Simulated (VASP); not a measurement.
# CaSe (Fm-3m) in VASP: further runs, part 2 of 2

VASP 6.6.1.

## 5. Single point, r2SCAN

INCAR

```
SYSTEM = CaSe
PREC = Accurate
ENCUT = 900
EDIFF = 1E-6
ISMEAR = 0
SIGMA = 0.05
LREAL = .FALSE.
LASPH = .TRUE.
NELM = 100
ALGO = Normal
ISIF = 2
LWAVE = .FALSE.
LCHARG = .FALSE.
METAGGA = R2SCAN
LMIXTAU = .TRUE.
ADDGRID = .FALSE.
```

KPOINTS

```
regular mesh
0
G
  7 7 7
  0 0 0
```

POSCAR

```
CaSe
1.0
    0.0000000000      2.9560000000      2.9560000000
    2.9560000000      0.0000000000      2.9560000000
    2.9560000000      2.9560000000      0.0000000000
Se Ca
1 1
Direct
    0.5000000000      0.5000000000      0.5000000000
    0.0000000000      0.0000000000      0.0000000000
```

Potentials or basis: VASP PAW PBE potentials, release 64 (Se, Ca_sv).

Started as:

```console
cat potpaw_PBE.64/Se/POTCAR potpaw_PBE.64/Ca_sv/POTCAR > POTCAR
mpirun -np 1 vasp_std > vasp.out
```

OUTCAR:

```text
SYSTEM = CaSe
   PREC = Accurate
   ENCUT = 900
   EDIFF = 1E-6
   ISMEAR = 0
   LREAL = .FALSE.
   LASPH = .TRUE.
   NELM = 100
   ISIF = 2
   METAGGA = R2SCAN

 Found     20 irreducible k-points:

 Following reciprocal coordinates:
            Coordinates               Weight
  0.000000  0.000000  0.000000      1.000000
  0.142857  0.000000  0.000000      8.000000
  0.285714  0.000000  0.000000      8.000000
  0.428571  0.000000  0.000000      8.000000
  0.142857  0.142857  0.000000      6.000000
  0.285714  0.142857  0.000000     24.000000
   k-points           NKPTS =     20   k-points in BZ     NKDIM =     20   number of bands    NBANDS=     12
   number of dos      NEDOS =    301   number of ions     NIONS =      2
   total plane-waves  NPLWV =  74088
   dimension x,y,z NGX =    42 NGY =   42 NGZ =   42
   dimension x,y,z NGXF=    84 NGYF=   84 NGZF=   84
   ions per type =               1   1
   NGX,Y,Z   is equivalent  to a cutoff of  16.70, 16.70, 16.70 a.u.
   NGXF,Y,Z  is equivalent  to a cutoff of  33.40, 33.40, 33.40 a.u.
 SYSTEM =  CaSe
   PREC   = accura    normal or accurate (medium, high low for compatibility)
   ISTART =      0    job   : 0-new  1-cont  2-samecut
   ICHARG =      2    charge: 1-file 2-atom 10-const
   ISPIN  =      1    spin polarized calculation?
   LNONCOLLINEAR =      F non collinear calculations
   LSORBIT =      F    spin-orbit coupling
   LASPH  =      T    aspherical Exc in radial PAW
   ENCUT  =  900.0 eV  66.15 Ry    8.13 a.u.  10.23 10.23 10.23*2*pi/ulx,y,z
   NELM   =    100;   NELMIN=  2; NELMDL= -5     # of ELM steps
   EDIFF  = 0.1E-05   stopping-criterion for ELM
   LREAL  =      F    real-space projection
   EDIFFG = 0.1E-04   stopping-criterion for IOM
   NSW    =      0    number of steps for IOM
   IBRION =     -1    ionic relax: 0-MD 1-quasi-New 2-CG
   NFREE  =      0    steps in history (QN), initial steepest desc. (CG)
   ISIF   =      2    stress and relaxation
   ISYM   =      2    0-nonsym 1-usesym 2-fastsym
   POTIM  = 0.5000    time-step for ionic-motion
   TEBEG  =    0.0;   TEEND  =   0.0 temperature during run
   PSTRESS=    0.0 pullay stress
   NELECT =      16.0000    total number of electrons
   NUPDOWN=      -1.0000    fix difference up-down
   EMIN   =  10.00;   EMAX   =-10.00  energy-range for DOS
   EFERMI =   0.00;   METHOD = LEGACY
   ISMEAR =     0;   SIGMA  =   0.05  broadening in eV -4-tet -1-fermi 0-gaus
   EFERMI_NEDOS =   21; number of points for ismear=-14 and -15
   IALGO  =     38    algorithm
   IMIX   =      4    mixing-type and parameters
     AMIX     =   0.40;   BMIX     =  1.00
     AMIX_MAG =   1.60;   BMIX_MAG =  1.00
  volume/ion in A,a.u.               =      25.83       174.30
  Fermi-wavevector in a.u.,A,eV,Ry     =   1.107645  2.093145 16.692666  1.226876
  Thomas-Fermi vector in A             =   2.244161
   LORBIT       =      0    0 simple, 1 ext, 2 COOP (PROOUT), +10 PAW based schemes
   METAGGA = R2SCAN    functional components
   LHFCALC =     F    Hartree Fock is set to
   AEXX    =    0.0000 exact exchange contribution
   IVDW    =     0    specifies the selected vdW correction
   LEPSILON=     F    determine dielectric tensor
   LRPA    =     F    only Hartree local field effects (RPA)
 non-spin polarized calculation
 Gauss-broadening in eV      SIGMA  =   0.05
  energy-cutoff  :      900.00
  volume of cell :       51.66
 maximum number of plane-waves:      3186
 NGX is ok and might be reduce to    42
   NGX = 21   NGY = 21   NGZ = 21

 number of electron      16.0000000 magnetization

 Free energy of the ion-electron system (eV)
  ---------------------------------------------------
  ext. energy  EPLUGINS =         0.00000000
  ---------------------------------------------------
  free energy    TOTEN  =       -25.98151999 eV

  energy without entropy =      -25.98151999  energy(sigma->0) =      -25.98151999

 E-fermi :   2.5108     XC(G=0):  -9.5871

 val. band max:        2.1945113266   @ k =   0.0000   0.0000   0.0000
 cond. band min:       4.7474622429   @ k =   0.4286   0.4286   0.0000
 fundamental gap:      2.5529509163
 Fermi energy:         2.5107712606

 k-point     1 :       0.0000    0.0000    0.0000
  band No.  band energies     occupation
      1     -39.0958      2.00000
      2     -19.2078      2.00000
      3     -19.2078      2.00000
      4     -19.2078      2.00000
      5     -10.0055      2.00000
      6       2.1945      2.00000
      7       2.1945      2.00000
      8       2.1945      2.00000
      9       6.3416      0.00000
     10       6.4212      0.00000
     11       6.4212      0.00000
     12       6.4212      0.00000

 k-point     2 :       0.1429    0.0000    0.0000
  band No.  band energies     occupation
      1     -39.0945      2.00000
      2     -19.2304      2.00000
      3     -19.2091      2.00000
      4     -19.2091      2.00000
      5      -9.8806      2.00000
      6       1.2930      2.00000
      7       1.9006      2.00000
      8       1.9006      2.00000
      9       6.3993      0.00000
     10       6.7027      0.00000
     11       6.7027      0.00000
     12       7.4306      0.00000

 k-point     3 :       0.2857    0.0000    0.0000
  band No.  band energies     occupation
      1     -39.0917      2.00000
      2     -19.2804      2.00000
      3     -19.2122      2.00000
      4     -19.2122      2.00000
      5      -9.5819      2.00000
      6      -0.0945      2.00000
      7       1.3807      2.00000
      8       1.3807      2.00000
      9       6.5787      0.00000
     10       7.3805      0.00000
     11       7.3805      0.00000
     12       8.8864      0.00000

 k-point     4 :       0.4286    0.0000    0.0000
  band No.  band energies     occupation
      1     -39.0894      2.00000
      2     -19.3196      2.00000
      3     -19.2146      2.00000
      4     -19.2146      2.00000
      5      -9.3193      2.00000
      6      -0.9709      2.00000
      7       1.0460      2.00000
      8       1.0460      2.00000
      9       7.1208      0.00000
     10       8.1607      0.00000
     11       8.1607      0.00000
     12       8.5477      0.00000

 k-point     5 :       0.1429    0.1429    0.0000
  band No.  band energies     occupation
      1     -39.0941      2.00000
      2     -19.2282      2.00000
      3     -19.2140      2.00000
      4     -19.2140      2.00000
      5      -9.8491      2.00000
      6       1.0486      2.00000
      7       1.9114      2.00000
      8       1.9114      2.00000
      9       5.9843      0.00000
     10       6.8875      0.00000
     11       7.1351      0.00000
     12       7.1377      0.00000

 k-point     6 :       0.2857    0.1429    0.0000
  band No.  band energies     occupation
      1     -39.0918      2.00000
      2     -19.2636      2.00000
      3     -19.2192      2.00000
      4     -19.2168      2.00000
      5      -9.6331      2.00000
      6       0.1539      2.00000
      7       1.4075      2.00000
      8       1.5451      2.00000
      9       5.9943      0.00000
     10       7.4027      0.00000
     11       7.5255      0.00000
     12       8.0346      0.00000

 [... further k-points ...]
[... 5 lines left out ...]
  --------------------------------------------------------------------------------------
  -------------------------------------------------------------------------------------
  Total        0.2852869      0.2852869      0.2852869      0.0000000      0.0000000      0.0000000
  in kB        8.8480817      8.8480817      8.8480817      0.0000000      0.0000000      0.0000000
  external PRESSURE =       8.8480817 kB  Pullay stress =       0.0000000 kB

 VOLUME and BASIS-vectors are now :
 -----------------------------------------------------------------------------
  energy-cutoff  :      900.00
  volume of cell :       51.66
      direct lattice vectors                 reciprocal lattice vectors
     0.000000000  2.956000000  2.956000000    -0.169147497  0.169147497  0.169147497
     2.956000000  0.000000000  2.956000000     0.169147497 -0.169147497  0.169147497
     2.956000000  2.956000000  0.000000000     0.169147497  0.169147497 -0.169147497

 POSITION                                       TOTAL-FORCE (eV/Angst)
 -----------------------------------------------------------------------------------
      2.95600      2.95600      2.95600         0.000000      0.000000     -0.000000
      0.00000      0.00000      0.00000        -0.000000     -0.000000      0.000000
 -----------------------------------------------------------------------------------
    total drift:                               -0.000000     -0.000000     -0.000000

  FREE ENERGIE OF THE ION-ELECTRON SYSTEM (eV)
  ---------------------------------------------------
  free  energy   TOTEN  =       -25.9815199890 eV

  energy  without entropy=      -25.9815199890  energy(sigma->0) =      -25.98151999
```

It took 97 s on 1 thread of Intel Xeon Platinum 8488C (Sapphire Rapids), shared host; peak memory 0.29 GiB.

These settings aren't checked as converged: the numbers below hold their error.

Results:

```
Free energy            : -25.9815 eV
Pressure               : 0.9 GPa
Band gap on the k mesh : 2.55 eV, indirect (least direct gap 3.48 eV)
```

Caveat: the PAW data sets were made with another functional, which shifts forces and pressure a little; an odd mesh through Γ misses points on the zone boundary, where band edges often lie.

## 6. Single point, r2SCAN

INCAR is that of step 5.

KPOINTS is that of step 5.

POSCAR

```
CaSe
1.0
    0.0000000000      2.9560000000      2.9560000000
    2.9560000000      0.0000000000      2.9560000000
    2.9560000000      2.9560000000      0.0000000000
Se Ca
1 1
Direct
    0.5137070000      0.4880300000      0.5023060000
    0.0084580000     -0.0027510000     -0.0091450000
```

Potentials or basis: VASP PAW PBE potentials, release 64 (Se, Ca_sv).

Started as:

```console
cat potpaw_PBE.64/Se/POTCAR potpaw_PBE.64/Ca_sv/POTCAR > POTCAR
mpirun -np 1 vasp_std > vasp.out
```

OUTCAR:

```text
SYSTEM = CaSe
   PREC = Accurate
   ENCUT = 900
   EDIFF = 1E-6
   ISMEAR = 0
   LREAL = .FALSE.
   LASPH = .TRUE.
   NELM = 100
   ISIF = 2
   METAGGA = R2SCAN

 Found    172 irreducible k-points:

 Following reciprocal coordinates:
            Coordinates               Weight
  0.000000  0.000000  0.000000      1.000000
  0.142857  0.000000  0.000000      2.000000
  0.000000  0.142857  0.000000      2.000000
  0.000000  0.000000  0.142857      2.000000
  0.142857  0.142857  0.142857      2.000000
  0.285714  0.000000  0.000000      2.000000
   k-points           NKPTS =    172   k-points in BZ     NKDIM =    172   number of bands    NBANDS=     12
[... 167 lines left out ...]

  FORCE on cell =-STRESS in cart. coord.  units (eV):
  Direction    XX          YY          ZZ          XY          YZ          ZX
  --------------------------------------------------------------------------------------
  -------------------------------------------------------------------------------------
  Total        0.2826703      0.3383573      0.2848323     -0.0017123      0.0030547      0.0004219
  in kB        8.7669284     10.4940443      8.8339838     -0.0531053      0.0947410      0.0130848
  external PRESSURE =       9.3649855 kB  Pullay stress =       0.0000000 kB

 VOLUME and BASIS-vectors are now :
 -----------------------------------------------------------------------------
  energy-cutoff  :      900.00
  volume of cell :       51.66
      direct lattice vectors                 reciprocal lattice vectors
     0.000000000  2.956000000  2.956000000    -0.169147497  0.169147497  0.169147497
     2.956000000  0.000000000  2.956000000     0.169147497 -0.169147497  0.169147497
     2.956000000  2.956000000  0.000000000     0.169147497  0.169147497 -0.169147497

 POSITION                                       TOTAL-FORCE (eV/Angst)
 -----------------------------------------------------------------------------------
      2.92743      3.00333      2.96113        -0.022524     -0.170614      0.040118
      5.87684      2.95397      2.97287         0.022524      0.170614     -0.040118
 -----------------------------------------------------------------------------------
    total drift:                               -0.000165     -0.000138     -0.000240

  FREE ENERGIE OF THE ION-ELECTRON SYSTEM (eV)
  ---------------------------------------------------
  free  energy   TOTEN  =       -25.9770072922 eV

  energy  without entropy=      -25.9770072922  energy(sigma->0) =      -25.97700729
```

It took 11 min on 1 thread of Intel Xeon Platinum 8488C (Sapphire Rapids), shared host; peak memory 0.5 GiB.

These settings aren't checked as converged: the numbers below hold their error.

Results:

```yaml
Free_energy: -25.9770 eV
Pressure: 0.9 GPa
Largest_force: 0.177 eV/Å
Band_gap_on_the_k_mesh: 2.56 eV, indirect (least direct gap 3.48 eV)
```

Caveat: the PAW data sets were made with another functional, which shifts forces and pressure a little; an odd mesh through Γ misses points on the zone boundary, where band edges often lie.

## 7. The reference run

An earlier run on the cell as given: functional PBEsol; potentials or basis VASP PAW PBE potentials, release 64 (Se, Ca_sv); cutoff 520 eV; k mesh 8 × 8 × 8; occupations fermi-dirac, width 0.05 eV; no spin polarisation.

- Pressure: -0.9 GPa
- Band gap on the k mesh: 1.92 eV, indirect (least direct gap 2.87 eV)
